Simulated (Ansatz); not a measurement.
SiO2: O-17 nuclear quadrupole resonance

Cell: a computed structure from the Materials Project (it need not be an observed phase), taken as it stands.

```yaml
crystal:
  lattice:
    - [7.08175, 0.00000, 0.00000]
    - [0.00000, 7.08175, 0.00000]
    - [0.00000, 0.00000, 7.08175]
  atoms:
    - { symbol: Si, position: [0.97798, 0.52202, 0.47798] }
    - { symbol: Si, position: [0.52202, 0.47798, 0.97798] }
    - { symbol: Si, position: [0.47798, 0.97798, 0.52202] }
    - { symbol: Si, position: [0.02202, 0.02202, 0.02202] }
    - { symbol: Si, position: [0.71676, 0.78324, 0.21676] }
    - { symbol: Si, position: [0.78324, 0.21676, 0.71676] }
    - { symbol: Si, position: [0.21676, 0.71676, 0.78324] }
    - { symbol: Si, position: [0.28324, 0.28324, 0.28324] }
    - { symbol: O, position: [0.86084, 0.33646, 0.53936] }
    - { symbol: O, position: [0.36084, 0.16354, 0.46064] }
    - { symbol: O, position: [0.13916, 0.83646, 0.96064] }
    - { symbol: O, position: [0.16354, 0.46064, 0.36084] }
    - { symbol: O, position: [0.96064, 0.13916, 0.83646] }
    - { symbol: O, position: [0.46064, 0.36084, 0.16354] }
    - { symbol: O, position: [0.33646, 0.53936, 0.86084] }
    - { symbol: O, position: [0.53936, 0.86084, 0.33646] }
    - { symbol: O, position: [0.15244, 0.15244, 0.15244] }
    - { symbol: O, position: [0.34756, 0.84756, 0.65244] }
    - { symbol: O, position: [0.65244, 0.34756, 0.84756] }
    - { symbol: O, position: [0.84756, 0.65244, 0.34756] }
    - { symbol: O, position: [0.63916, 0.66354, 0.03936] }
    - { symbol: O, position: [0.03936, 0.63916, 0.66354] }
    - { symbol: O, position: [0.66354, 0.03936, 0.63916] }
    - { symbol: O, position: [0.83646, 0.96064, 0.13916] }
```

Atoms are numbered from 1 in the order listed; like atoms form one site, named after its first atom.

Method: Kohn–Sham DFT in Ansatz, PBE, plane waves and PAW, scalar-relativistic, 420 eV cutoff, Γ-centred 3×3×3 k-points, Fermi–Dirac smearing 0.02 eV.

O-17: I = 5/2, Q = -25.58 mb (year-2017 value). Static lattice, zero field.

Q: Predict the zero-field O-17 lines of each site.

A: For I = 5/2 and η = 0 the lines are 3|C_Q|/20 and twice that; η pulls their ratio below 2.

| site | atoms | V_zz (10²¹ V/m²) | C_Q (MHz) | η | line frequencies (MHz) |
| --- | --- | --- | --- | --- | --- |
| O9 | 9, 10, 11, 12, 13, 14, … | 9.27 | -5.74 | 0.18 | 0.889, 1.71 |
| O17 | 17, 18, 19, 20 | 10.22 | -6.32 | 0.00 | 0.948, 1.90 |

An axis of threefold or higher order runs through O17, so V_zz lies along it and η is zero. At O9 V_zz runs parallel to the line that joins its two neighbours (within 1°).

The largest force is 0.3 eV/Å, so the atoms aren't at the calculated equilibrium and relaxing them would move these values.

Hardware: 1 thread of Arm Neoverse V1 (aarch64; 8 cores open to the job, memory cap 2.5 GiB, no GPU), a shared host with a load of 0.4 a core. Wall time 20 s, CPU time 20 s, peak memory 0.51 GiB.
